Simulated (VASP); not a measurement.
# InPd (Pm-3m) in VASP: notebook

Runs on InPd. Level: r2SCAN. Tasks: single point.

All numbers are computed with VASP 6.6.1; they aren't measurements. Logs are shortened: lines on timing, memory, paths and dates and some standing lists are left out, and cuts for length are marked.

### 1 Starting point

Symmetry: Pm-3m, No. 221, cubic system. Conventional cell: a = 3.272 Å, b = 3.272 Å, c = 3.272 Å, α = 90.00°, β = 90.00°, γ = 90.00°. In (site symmetry m-3m) has 8 Pd at 2.83 Å as nearest neighbours. Pd (site symmetry m-3m) is surrounded by 8 In at 2.83 Å.

The cell comes from a database or a generator and needn't be the stable form of this composition.

### 2 Single point, r2SCAN

File INCAR:

```
  PREC = Accurate
  ENCUT = 400
  EDIFF = 1E-6
  ISMEAR = 0
  SIGMA = 0.02
  LREAL = F
  LASPH = T
  NELM = 100
  ALGO = Normal
  ISIF = 2
  LWAVE = F
  LCHARG = F
  METAGGA = R2SCAN
  LMIXTAU = T
  ADDGRID = F
```

File KPOINTS:

```
regular mesh
0
Gamma
  6 6 6
```

File POSCAR:

```
InPd
1.0
    3.2718847800      0.0000000000      0.0000000000
    0.0000000000      3.2718847800      0.0000000000
    0.0000000000      0.0000000000      3.2718847800
In Pd
1 1
Direct
    0.0000000000      0.0000000000      0.0000000000
    0.5000000000      0.5000000000      0.5000000000
```

Potentials or basis: VASP PAW PBE potentials, release 64 (In_d, Pd).

On the command line:

```console
cat potpaw_PBE.64/In_d/POTCAR potpaw_PBE.64/Pd/POTCAR > POTCAR
mpirun -np 1 vasp_std > vasp.out
```

OUTCAR:

```text
PREC = Accurate
   ENCUT = 400
   EDIFF = 1E-6
   ISMEAR = 0
   LREAL = F
   LASPH = T
   NELM = 100
   ISIF = 2
   METAGGA = R2SCAN

 Found     20 irreducible k-points:

 Following reciprocal coordinates:
            Coordinates               Weight
  0.000000  0.000000  0.000000      1.000000
  0.166667  0.000000  0.000000      6.000000
  0.333333  0.000000  0.000000      6.000000
  0.500000  0.000000  0.000000      3.000000
  0.166667  0.166667  0.000000     12.000000
  0.333333  0.166667  0.000000     24.000000
   k-points           NKPTS =     20   k-points in BZ     NKDIM =     20   number of bands    NBANDS=     15
   number of dos      NEDOS =    301   number of ions     NIONS =      2
   total plane-waves  NPLWV =  13824
   dimension x,y,z NGX =    24 NGY =   24 NGZ =   24
   dimension x,y,z NGXF=    48 NGYF=   48 NGZF=   48
   ions per type =               1   1
   NGX,Y,Z   is equivalent  to a cutoff of  12.19, 12.19, 12.19 a.u.
   NGXF,Y,Z  is equivalent  to a cutoff of  24.39, 24.39, 24.39 a.u.
 SYSTEM =  unknown system
   PREC   = accura    normal or accurate (medium, high low for compatibility)
   ISTART =      0    job   : 0-new  1-cont  2-samecut
   ICHARG =      2    charge: 1-file 2-atom 10-const
   ISPIN  =      1    spin polarized calculation?
   LNONCOLLINEAR =      F non collinear calculations
   LSORBIT =      F    spin-orbit coupling
   LASPH  =      T    aspherical Exc in radial PAW
   ENCUT  =  400.0 eV  29.40 Ry    5.42 a.u.   5.34  5.34  5.34*2*pi/ulx,y,z
   NELM   =    100;   NELMIN=  2; NELMDL= -5     # of ELM steps
   EDIFF  = 0.1E-05   stopping-criterion for ELM
   LREAL  =      F    real-space projection
   EDIFFG = 0.1E-04   stopping-criterion for IOM
   NSW    =      0    number of steps for IOM
   IBRION =     -1    ionic relax: 0-MD 1-quasi-New 2-CG
   NFREE  =      0    steps in history (QN), initial steepest desc. (CG)
   ISIF   =      2    stress and relaxation
   ISYM   =      2    0-nonsym 1-usesym 2-fastsym
   POTIM  = 0.5000    time-step for ionic-motion
   TEBEG  =    0.0;   TEEND  =   0.0 temperature during run
   PSTRESS=    0.0 pullay stress
   NELECT =      23.0000    total number of electrons
   NUPDOWN=      -1.0000    fix difference up-down
   EMIN   =  10.00;   EMAX   =-10.00  energy-range for DOS
   EFERMI =   0.00;   METHOD = LEGACY
   ISMEAR =     0;   SIGMA  =   0.02  broadening in eV -4-tet -1-fermi 0-gaus
   EFERMI_NEDOS =   21; number of points for ismear=-14 and -15
   IALGO  =     38    algorithm
   IMIX   =      4    mixing-type and parameters
     AMIX     =   0.40;   BMIX     =  1.00
     AMIX_MAG =   1.60;   BMIX_MAG =  1.00
  volume/ion in A,a.u.               =      17.51       118.18
  Fermi-wavevector in a.u.,A,eV,Ry     =   1.422938  2.688964 27.548447  2.024754
  Thomas-Fermi vector in A             =   2.543589
   LORBIT       =      0    0 simple, 1 ext, 2 COOP (PROOUT), +10 PAW based schemes
   METAGGA = R2SCAN    functional components
   LHFCALC =     F    Hartree Fock is set to
   AEXX    =    0.0000 exact exchange contribution
   IVDW    =     0    specifies the selected vdW correction
   LEPSILON=     F    determine dielectric tensor
   LRPA    =     F    only Hartree local field effects (RPA)
 non-spin polarized calculation
 Gauss-broadening in eV      SIGMA  =   0.02
  energy-cutoff  :      400.00
  volume of cell :       35.03
 maximum number of plane-waves:       655
 NGX is ok and might be reduce to    24
   NGX = 11   NGY = 11   NGZ = 11

 number of electron      22.9999997 magnetization

 Free energy of the ion-electron system (eV)
  ---------------------------------------------------
  ext. energy  EPLUGINS =         0.00000000
  ---------------------------------------------------
  free energy    TOTEN  =       -46.60927218 eV

  energy without entropy =      -46.60903127  energy(sigma->0) =      -46.60915172

 E-fermi :  10.5263     XC(G=0): -13.2473

 val. band max:       10.3119770299   @ k =   0.3333   0.3333   0.0000
 cond. band min:      10.5458421752   @ k =   0.5000   0.3333   0.3333
 fundamental gap:      0.2338651453
 Fermi energy:        10.5262836846

 k-point     1 :       0.0000    0.0000    0.0000
  band No.  band energies     occupation
      1      -5.1333      2.00000
      2      -5.1333      2.00000
      3      -4.7088      2.00000
      4      -4.7088      2.00000
      5      -4.7088      2.00000
      6      -0.0451      2.00000
      7       6.3748      2.00000
      8       6.3748      2.00000
      9       7.9893      2.00000
     10       7.9893      2.00000
     11       7.9893      2.00000
     12      14.9129      0.00000
     13      14.9129      0.00000
     14      14.9129      0.00000
     15      20.5258      0.00000

 k-point     2 :       0.1667    0.0000    0.0000
  band No.  band energies     occupation
      1      -5.1180      2.00000
      2      -5.0413      2.00000
      3      -4.7368      2.00000
      4      -4.7368      2.00000
      5      -4.7005      2.00000
      6       0.4159      2.00000
      7       6.3814      2.00000
      8       6.4218      2.00000
      9       7.6880      2.00000
     10       7.6880      2.00000
     11       7.9707      2.00000
     12      12.5051      0.00000
     13      15.7888      0.00000
     14      15.7888      0.00000
     15      20.8767      0.00000

 k-point     3 :       0.3333    0.0000    0.0000
  band No.  band energies     occupation
      1      -5.0872      2.00000
      2      -4.8587      2.00000
      3      -4.7923      2.00000
      4      -4.7923      2.00000
      5      -4.6838      2.00000
      6       1.7727      2.00000
      7       5.9169      2.00000
      8       6.3951      2.00000
      9       7.1890      2.00000
     10       7.1890      2.00000
     11       7.9340      2.00000
     12       9.8368      2.00000
     13      17.9925      0.00000
     14      17.9925      0.00000
     15      20.7991      0.00000

 k-point     4 :       0.5000    0.0000    0.0000
  band No.  band energies     occupation
      1      -5.0717      2.00000
      2      -4.8197      2.00000
      3      -4.8197      2.00000
      4      -4.7682      2.00000
      5      -4.6754      2.00000
      6       3.6406      2.00000
      7       4.1301      2.00000
      8       6.4020      2.00000
      9       6.9745      2.00000
     10       6.9745      2.00000
     11       7.9155      2.00000
     12       9.1953      2.00000
     13      20.5050      0.00000
     14      20.5050      0.00000
     15      20.6105      0.00000

 k-point     5 :       0.1667    0.1667    0.0000
  band No.  band energies     occupation
      1      -5.0692      2.00000
      2      -4.9842      2.00000
      3      -4.7758      2.00000
      4      -4.7449      2.00000
      5      -4.7209      2.00000
      6       0.8660      2.00000
      7       6.4077      2.00000
      8       6.5236      2.00000
      9       7.3716      2.00000
     10       7.5854      2.00000
     11       7.8697      2.00000
     12      13.0323      0.00000
     13      13.3842      0.00000
     14      16.5279      0.00000
     15      20.9594      0.00000

 k-point     6 :       0.3333    0.1667    0.0000
  band No.  band energies     occupation
      1      -5.0316      2.00000
      2      -4.8515      2.00000
      3      -4.8104      2.00000
      4      -4.7989      2.00000
      5      -4.7233      2.00000
      6       2.1637      2.00000
      7       5.9771      2.00000
      8       6.5716      2.00000
      9       7.1508      2.00000
     10       7.2733      2.00000
     11       7.8249      2.00000
     12      10.1886      2.00000
     13      14.9360      0.00000
     14      18.4546      0.00000
     15      20.0603      0.00000

 [... further k-points ...]

------------------------ aborting loop because EDIFF is reached ----------------------------------------

  FORCE on cell =-STRESS in cart. coord.  units (eV):
  Direction    XX          YY          ZZ          XY          YZ          ZX
  --------------------------------------------------------------------------------------
  -------------------------------------------------------------------------------------
  Total        0.0027444      0.0027444      0.0027444      0.0000000     -0.0000000      0.0000000
  in kB        0.1255361      0.1255361      0.1255361      0.0000000     -0.0000000      0.0000000
  external PRESSURE =       0.1255361 kB  Pullay stress =       0.0000000 kB

 VOLUME and BASIS-vectors are now :
 -----------------------------------------------------------------------------
  energy-cutoff  :      400.00
  volume of cell :       35.03
      direct lattice vectors                 reciprocal lattice vectors
     3.271884780  0.000000000  0.000000000     0.305634234  0.000000000  0.000000000
     0.000000000  3.271884780  0.000000000     0.000000000  0.305634234  0.000000000
     0.000000000  0.000000000  3.271884780     0.000000000  0.000000000  0.305634234

 POSITION                                       TOTAL-FORCE (eV/Angst)
 -----------------------------------------------------------------------------------
      0.00000      0.00000      0.00000         0.000000      0.000000      0.000000
      1.63594      1.63594      1.63594         0.000000      0.000000      0.000000
 -----------------------------------------------------------------------------------
    total drift:                                0.000000      0.000000     -0.000000

  FREE ENERGIE OF THE ION-ELECTRON SYSTEM (eV)
  ---------------------------------------------------
  free  energy   TOTEN  =       -46.6092721763 eV

  energy  without entropy=      -46.6090312684  energy(sigma->0) =      -46.60915172
```

Run time: 15 s. Hardware: 1 thread of Intel Xeon 6975P-C (Granite Rapids), shared host; peak memory 0.14 GiB.

These settings aren't checked as converged: the numbers below hold their error.

Results:

```
Free energy            : -46.6093 eV
Pressure               : 0.0 GPa
Band gap on the k mesh : none (metal or under the smearing width)
```

Caveat: the PAW data sets were made with another functional, which shifts forces and pressure a little.

[end of part 1 of 2]
